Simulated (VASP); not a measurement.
# Ag (Fm-3m) in VASP: further runs

Aim: see how the results for Ag move with the level of theory and the settings. Levels: r2SCAN, PBE. Tasks: relaxation of the atoms, relaxation of cell and atoms.

All numbers are computed with VASP 6.6.1; they aren't measurements. Logs are shortened: lines on timing, memory, paths and dates and some standing lists are left out, and cuts for length are marked.

## (1) Starting point

The structure is cubic, space group Fm-3m (No. 225). Conventional cell: a = 4.085 Å, b = 4.085 Å, c = 4.085 Å, α = 90.00°, β = 90.00°, γ = 90.00°. Around Ag (site symmetry m-3m) lie 12 Ag at 2.89 Å.

## (2) Relaxation of the atoms, r2SCAN (a relaxed cell with its volume scaled by 1.04)

The input, INCAR:

```
SYSTEM = Ag
PREC = Accurate
ENCUT = 600
EDIFF = 1E-7
ISMEAR = 1
SIGMA = 0.1
LREAL = .FALSE.
LASPH = .TRUE.
NELM = 80
ALGO = Normal
ISIF = 2
LWAVE = .FALSE.
LCHARG = .FALSE.
METAGGA = R2SCAN
LMIXTAU = .TRUE.
IBRION = 2
NSW = 40
EDIFFG = -0.01
```

The input, KPOINTS:

```
Automatic mesh
0
G
  16 16 16
  0 0 0
```

The input, POSCAR:

```
Ag                                      
1.0
    0.0000000000      2.0800866660      2.0800866660
    2.0800866660      0.0000000000      2.0800866660
    2.0800866660      2.0800866660      0.0000000000
  Ag            
     1
Direct
     0.0000000000000000    0.0000000000000000    0.0000000000000000
```

Potentials or basis: VASP PAW PBE potentials, release 64 (Ag).

Started as:

```console
$ cat potpaw_PBE.64/Ag/POTCAR > POTCAR
$ mpirun -np 1 vasp_std > vasp.out
```

OUTCAR:

```text
SYSTEM = Ag
   PREC = Accurate
   ENCUT = 600
   EDIFF = 1E-7
   ISMEAR = 1
   LREAL = .FALSE.
   LASPH = .TRUE.
   NELM = 80
   ISIF = 2
   METAGGA = R2SCAN
   IBRION = 2
   NSW = 40
   EDIFFG = -0.01

 ion  position               nearest neighbor table
   1  0.000  0.000  0.000-

  LATTYP: Found a face centered cubic cell.
 ALAT       =     4.1601733320

  Lattice vectors:

 A1 = (   0.0000000000,   2.0800866660,   2.0800866660)
 A2 = (   2.0800866660,   0.0000000000,   2.0800866660)
 A3 = (   2.0800866660,   2.0800866660,   0.0000000000)

Analysis of symmetry for initial positions (statically):
=====================================================================
 Subroutine PRICEL returns:
 Original cell was already a primitive cell.

 Routine SETGRP: Setting up the symmetry group for a
 face centered cubic supercell.

 Subroutine GETGRP returns: Found 48 space group operations
 (whereof 48 operations were pure point group operations)
 out of a pool of 48 trial point group operations.

The static configuration has the point symmetry O_h .

Analysis of symmetry for dynamics (positions and initial velocities):
=====================================================================
 Subroutine PRICEL returns:
 Original cell was already a primitive cell.

 Routine SETGRP: Setting up the symmetry group for a
 face centered cubic supercell.

 Subroutine GETGRP returns: Found 48 space group operations
 (whereof 48 operations were pure point group operations)
 out of a pool of 48 trial point group operations.

The dynamic configuration has the point symmetry O_h .

 Subroutine INISYM returns: Found 48 space group operations
 (whereof 48 operations are pure point group operations),
 and found     1 'primitive' translations

----------------------------------------------------------------------------------------

                                     Primitive cell

  volume of cell :      18.0001

  direct lattice vectors                    reciprocal lattice vectors
     0.000000000  2.080086666  2.080086666    -0.240374600  0.240374600  0.240374600
     2.080086666  0.000000000  2.080086666     0.240374600 -0.240374600  0.240374600
     2.080086666  2.080086666  0.000000000     0.240374600  0.240374600 -0.240374600

  length of vectors
     2.941686774  2.941686774  2.941686774     0.416341020  0.416341020  0.416341020

  position of ions in fractional coordinates (direct lattice)
     0.000000000  0.000000000  0.000000000

  ion indices of the primitive-cell ions
   primitive index   ion index
                 1           1

----------------------------------------------------------------------------------------

 KPOINTS: Automatic mesh

Automatic generation of k-mesh.
 Grid dimensions read from file:
 generate k-points for:   16   16   16

 Generating k-lattice:

  Cartesian coordinates                     Fractional coordinates (reciprocal lattice)
    -0.015023412  0.015023412  0.015023412     0.062500000  0.000000000  0.000000000
     0.015023412 -0.015023412  0.015023412     0.000000000  0.062500000  0.000000000
     0.015023412  0.015023412 -0.015023412     0.000000000  0.000000000  0.062500000

  Length of vectors
     0.026021314  0.026021314  0.026021314

  Shift w.r.t. Gamma in fractional coordinates (k-lattice)
     0.000000000  0.000000000  0.000000000

 Subroutine IBZKPT returns following result:
 ===========================================

 Found    145 irreducible k-points:

 Following reciprocal coordinates:
            Coordinates               Weight
  0.000000  0.000000  0.000000      1.000000
  0.062500  0.000000  0.000000      8.000000
  0.125000  0.000000  0.000000      8.000000
  0.187500  0.000000  0.000000      8.000000
  0.250000  0.000000  0.000000      8.000000
  0.312500  0.000000  0.000000      8.000000
[... 16 lines left out ...]
 -0.125000  0.062500  0.000000     24.000000
 -0.062500  0.062500  0.000000     12.000000
 [... further k-points ...]
   k-points           NKPTS =    145   k-points in BZ     NKDIM =    145   number of bands    NBANDS=      9
   number of dos      NEDOS =    301   number of ions     NIONS =      1
   total plane-waves  NPLWV =  13824
   dimension x,y,z NGX =    24 NGY =   24 NGZ =   24
   dimension x,y,z NGXF=    48 NGYF=   48 NGZF=   48
   ions per type =               1
   NGX,Y,Z   is equivalent  to a cutoff of  13.56, 13.56, 13.56 a.u.
   NGXF,Y,Z  is equivalent  to a cutoff of  27.13, 27.13, 27.13 a.u.
 SYSTEM =  Ag
   PREC   = accura    normal or accurate (medium, high low for compatibility)
   ISTART =      0    job   : 0-new  1-cont  2-samecut
   ICHARG =      2    charge: 1-file 2-atom 10-const
   ISPIN  =      1    spin polarized calculation?
   LNONCOLLINEAR =      F non collinear calculations
   LSORBIT =      F    spin-orbit coupling
   LASPH  =      T    aspherical Exc in radial PAW
   ENCUT  =  600.0 eV  44.10 Ry    6.64 a.u.   5.88  5.88  5.88*2*pi/ulx,y,z
   NELM   =     80;   NELMIN=  2; NELMDL= -5     # of ELM steps
   EDIFF  = 0.1E-06   stopping-criterion for ELM
   LREAL  =      F    real-space projection
   EDIFFG = -.1E-01   stopping-criterion for IOM
   NSW    =     40    number of steps for IOM
   IBRION =      2    ionic relax: 0-MD 1-quasi-New 2-CG
   NFREE  =      1    steps in history (QN), initial steepest desc. (CG)
   ISIF   =      2    stress and relaxation
   ISYM   =      2    0-nonsym 1-usesym 2-fastsym
   POTIM  = 0.5000    time-step for ionic-motion
   TEBEG  =    0.0;   TEEND  =   0.0 temperature during run
   PSTRESS=    0.0 pullay stress
   NELECT =      11.0000    total number of electrons
   NUPDOWN=      -1.0000    fix difference up-down
   EMIN   =  10.00;   EMAX   =-10.00  energy-range for DOS
   EFERMI =   0.00;   METHOD = LEGACY
   ISMEAR =     1;   SIGMA  =   0.10  broadening in eV -4-tet -1-fermi 0-gaus
   EFERMI_NEDOS =   21; number of points for ismear=-14 and -15
   IALGO  =     38    algorithm
   IMIX   =      4    mixing-type and parameters
     AMIX     =   0.40;   BMIX     =  1.00
     AMIX_MAG =   1.60;   BMIX_MAG =  1.00
  volume/ion in A,a.u.               =      18.00       121.47
  Fermi-wavevector in a.u.,A,eV,Ry     =   1.389252  2.625305 26.259523  1.930021
  Thomas-Fermi vector in A             =   2.513300
   LORBIT       =      0    0 simple, 1 ext, 2 COOP (PROOUT), +10 PAW based schemes
   METAGGA = R2SCAN    functional components
   LHFCALC =     F    Hartree Fock is set to
   AEXX    =    0.0000 exact exchange contribution
   IVDW    =     0    specifies the selected vdW correction
   LEPSILON=     F    determine dielectric tensor
   LRPA    =     F    only Hartree local field effects (RPA)
 conjugate gradient relaxation of ions
 non-spin polarized calculation
 Methfessel and Paxton  Order N= 1 SIGMA  =   0.10
  energy-cutoff  :      600.00
  volume of cell :       18.00
 maximum number of plane-waves:       620
   NGX = 11   NGY = 11   NGZ = 11

 number of electron      11.0000000 magnetization

 Free energy of the ion-electron system (eV)
  ---------------------------------------------------
  ext. energy  EPLUGINS =         0.00000000
  ---------------------------------------------------
  free energy    TOTEN  =       -21.35079264 eV

  energy without entropy =      -21.35056621  energy(sigma->0) =      -21.35071717

 E-fermi :   7.6667     XC(G=0): -12.5927

 val. band max:        7.6585867577   @ k =   0.5000   0.1875   0.0625
 cond. band min:       7.7047401658   @ k =   0.5000   0.0625   0.0000
 fundamental gap:      0.0461534081
 Fermi energy:         7.6666500710

 k-point     1 :       0.0000    0.0000    0.0000
  band No.  band energies     occupation
      1       0.1537      2.00000
      2       2.7606      2.00000
      3       2.7606      2.00000
      4       2.7606      2.00000
      5       3.7084      2.00000
      6       3.7084      2.00000
      7      24.2172      0.00000
      8      27.6006      0.00000
      9      27.6006      0.00000

 k-point     2 :       0.0625    0.0000    0.0000
  band No.  band energies     occupation
      1       0.2745      2.00000
      2       2.7356      2.00000
      3       2.7923      2.00000
      4       2.7923      2.00000
      5       3.6968      2.00000
      6       3.6968      2.00000
      7      24.2034      0.00000
      8      26.5380      0.00000
      9      27.6222      0.00000

 k-point     3 :       0.1250    0.0000    0.0000
  band No.  band energies     occupation
      1       0.6171      2.00000
      2       2.6867      2.00000
      3       2.8710      2.00000
      4       2.8710      2.00000
      5       3.6785      2.00000
      6       3.6785      2.00000
      7      23.4649      0.00000
      8      25.2261      0.00000
      9      27.6552      0.00000

 k-point     4 :       0.1875    0.0000    0.0000
  band No.  band energies     occupation
      1       1.0882      2.00000
      2       2.7242      2.00000
      3       2.9427      2.00000
      4       2.9427      2.00000
      5       3.7049      2.00000
      6       3.7049      2.00000
      7      21.2897      0.00000
      8      25.0125      0.00000
      9      27.6068      0.00000
[... 205 lines left out ...]
 k-point    22 :      -0.1875    0.0625    0.0000
  band No.  band energies     occupation
      1       1.3303      2.00000
      2       2.6725      2.00000
      3       2.9973      2.00000
      4       3.0120      2.00000
      5       3.5918      2.00000
      6       3.9312      2.00000
      7      20.5628      0.00000
      8      24.1977      0.00000
      9      26.7152      0.00000

 k-point    23 :      -0.1250    0.0625    0.0000
  band No.  band energies     occupation
      1       0.8686      2.00000
      2       2.6178      2.00000
      3       2.9270      2.00000
      4       2.9560      2.00000
      5       3.5775      2.00000
      6       3.7826      2.00000
      7      22.9176      0.00000
      8      24.4856      0.00000
      9      26.8056      0.00000

 k-point    24 :      -0.0625    0.0625    0.0000
  band No.  band energies     occupation
      1       0.4705      2.00000
      2       2.6827      2.00000
      3       2.8356      2.00000
      4       2.8637      2.00000
      5       3.6363      2.00000
      6       3.7285      2.00000
      7      24.1061      0.00000
      8      25.5286      0.00000
      9      26.9207      0.00000

 [... further k-points ...]

------------------------ aborting loop because EDIFF is reached ----------------------------------------

  FORCE on cell =-STRESS in cart. coord.  units (eV):
  Direction    XX          YY          ZZ          XY          YZ          ZX
  --------------------------------------------------------------------------------------
  -------------------------------------------------------------------------------------
  Total       -0.3928328     -0.3928328     -0.3928328      0.0000000      0.0000000     -0.0000000
  in kB      -34.9658486    -34.9658486    -34.9658486      0.0000000      0.0000000     -0.0000000
  external PRESSURE =     -34.9658486 kB  Pullay stress =       0.0000000 kB

 VOLUME and BASIS-vectors are now :
 -----------------------------------------------------------------------------
  energy-cutoff  :      600.00
  volume of cell :       18.00
      direct lattice vectors                 reciprocal lattice vectors
     0.000000000  2.080086666  2.080086666    -0.240374600  0.240374600  0.240374600
     2.080086666  0.000000000  2.080086666     0.240374600 -0.240374600  0.240374600
     2.080086666  2.080086666  0.000000000     0.240374600  0.240374600 -0.240374600

 POSITION                                       TOTAL-FORCE (eV/Angst)
 -----------------------------------------------------------------------------------
      0.00000      0.00000      0.00000         0.000000      0.000000     -0.000000
 -----------------------------------------------------------------------------------
    total drift:                                0.000000     -0.000000     -0.000000

  FREE ENERGIE OF THE ION-ELECTRON SYSTEM (eV)
  ---------------------------------------------------
  free  energy   TOTEN  =       -21.3507926428 eV

  energy  without entropy=      -21.3505662139  energy(sigma->0) =      -21.35071717

 reached required accuracy - stopping structural energy minimisation
```

Wall time 58 s (1 thread of AMD EPYC 9R45 (Zen 5), shared host); peak memory 0.14 GiB.

What came out:

* Free energy: -21.3508 eV
* Pressure after relaxing: -3.5 GPa
* Band gap on the k mesh: none (metal or under the smearing width)

Final structure:
```xyz
1
Lattice="0.0000 2.0801 2.0801 2.0801 0.0000 2.0801 2.0801 2.0801 0.0000" Properties=species:S:1:pos:R:3 pbc="T T T"
Ag    0.0000    0.0000    0.0000
```

Levels at points of the mesh, in eV from the Fermi level:
| k point | band 2 | band 3 | band 4 | band 5 | band 6 | band 7 | band 8 | band 9 |
| --- | --- | --- | --- | --- | --- | --- | --- | --- |
| (0.00, 0.00, 0.00) | -4.91 | -4.91 | -4.91 | -3.96 | -3.96 | 16.55 | 19.93 | 19.93 |
| (0.50, 0.00, 0.00) | -4.93 | -4.93 | -3.22 | -3.22 | -0.14 | 3.45 | 15.78 | 18.05 |
| (0.50, 0.50, 0.00) | -6.30 | -3.25 | -3.02 | -3.02 | 1.82 | 6.59 | 10.88 | 10.88 |

Caveat: the relaxation stopped at its first step, so nothing moved; the PAW data sets were made with another functional, which shifts forces and pressure a little.

(Part 1 of 3 ends here.)
